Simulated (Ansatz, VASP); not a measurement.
# One calculation of Pb, two programs

The input INCAR:

```
  PREC = Accurate
  ENCUT = 520
  EDIFF = 1E-6
  ISMEAR = -1
  SIGMA = 0.05
  LREAL = F
  LASPH = T
  NELM = 60
  ALGO = Normal
  ISIF = 2
  LWAVE = F
  LCHARG = F
  GGA = PE
  NBANDS = 13
```

File KPOINTS:

```
Automatic mesh
0
Gamma
  9 9 9
```

File POSCAR:

```
Pb
1.0
    0.0000000000      2.4244952108      2.4244952108
    2.4244952108      0.0000000000      2.4244952108
    2.4244952108      2.4244952108      0.0000000000
Pb
1
Direct
    0.0000000000      0.0000000000      0.0000000000
```

The input input.yaml:

```yaml
crystal:
  lattice:
    - [0.0, 2.4244952108, 2.4244952108]
    - [2.4244952108, 0.0, 2.4244952108]
    - [2.4244952108, 2.4244952108, 0.0]
  atoms:
    - { symbol: Pb, position: [0.0, 0.0, 0.0] }
kpoints:
  mp_grid: { grid: [9, 9, 9] }
scf:
  occupations: { method: fermi_dirac, width: 0.05 }
hamiltonian:
  xc: pbe
  pseudopotentials: { kind: all_electron, lapw: { basis_error: 0.0005 } }
output:
  forces: true
  stress: true
  eigenvalues: true
```

Change from the starting cell: volume scaled by 0.94.

Alike in both runs: task single point; functional PBE; k mesh 9 × 9 × 9; occupations fermi-dirac, width 0.05 eV; no spin polarisation.

|  | VASP | Ansatz |
| --- | --- | --- |
| version | VASP 6.6.1 | Ansatz 0.2.0 |
| potentials or method | VASP PAW PBE potentials, release 64 (Pb_d) | all-electron LAPW, scalar-relativistic |
| plane-wave cutoff (eV) | 520 | see its input |

```csv
,VASP,Ansatz,Ansatz less VASP
gap on the k mesh at the Fermi level (eV),none,none,-
pressure (GPa),5.9,6.0,+0.09
```

A gap of «none» marks a metal or a gap that the smearing closes. Ansatz ran all-electron here, so the differences hold the error of VASP's frozen core and of both bases.

Spin-orbit coupling is left out, which matters for the levels of Pb.
